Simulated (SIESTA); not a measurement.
The system is Mo.

```
CELL_PARAMETERS angstrom
-1.58381 1.58381 1.58381
1.58381 -1.58381 1.58381
1.58381 1.58381 -1.58381
ATOMIC_POSITIONS crystal
Mo 0.00000 0.00000 0.00000
```

Base run:

```yaml
Program: SIESTA 5.4.2
Functional: PBEsol
Potentials_or_basis: PseudoDojo 0.4 standard (PBEsol files)
Basis: DZP (energy shift 0.003 Ry; two zetas on semicore shells)
Grid_cutoff: 800 Ry
Energy_shift: 0.003 Ry
k_mesh: 12 × 12 × 12
Occupations: fermi-dirac, width 0.05 eV
Spin: no spin polarisation
```

Its results: band gap on the k mesh none (metal or under the smearing width); pressure -6.6 GPa.

Problem. The run is repeated on the same cell with these changes: functional from PBEsol to LDA; potentials or basis from PseudoDojo 0.4 standard (PBEsol files) to PseudoDojo 0.4 standard (LDA files). What comes out?

Solution. Band gap on the k mesh none (metal or under the smearing width); pressure -11.1 GPa.

Caveats: the basis of atomic orbitals isn't converged, which shifts pressures, moduli and gaps.

Not every run made on this cell is shown here.
